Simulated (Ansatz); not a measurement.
**Ni: equation of state with r2SCAN**

Crystal: Ni.

```
Ni
1.0
     0.00000    1.73757    1.73757
     1.73757    0.00000    1.73757
     1.73757    1.73757    0.00000
Ni
1
Cartesian
  0.0000 0.0000 0.0000
```

- Program: Ansatz 0.2.0
- Task: equation of state
- Functional: r2SCAN
- Potentials or basis: Ansatz PAW
- Cutoff: 500 eV
- Density cutoff: 2000 eV
- k mesh: 13 × 13 × 13
- Occupations: fermi-dirac, width 0.05 eV
- Spin: collinear spin, ferromagnetic start
- Starting moments: [1.0] μB

| Property | Result |
| --- | --- |
| Equilibrium volume | 10.50 Å³/atom |
| Bulk modulus | 213 GPa |
| Pressure derivative of the bulk modulus | 5.6 |

Energy against volume, from the lowest point:
| volume (Å³/atom) | energy (meV/atom) |
| --- | --- |
| 9.862 | 29.42 |
| 10.072 | 12.60 |
| 10.282 | 3.10 |
| 10.492 | 0.00 |
| 10.702 | 2.49 |
| 10.912 | 9.89 |
| 11.122 | 21.61 |

All runs of the series together: 30 s on 2 threads of Arm Neoverse V2, on a shared host.

Caveat: the magnetic or orbital state may not be the lowest; the PAW data sets were made with another functional, which shifts forces and pressure a little.
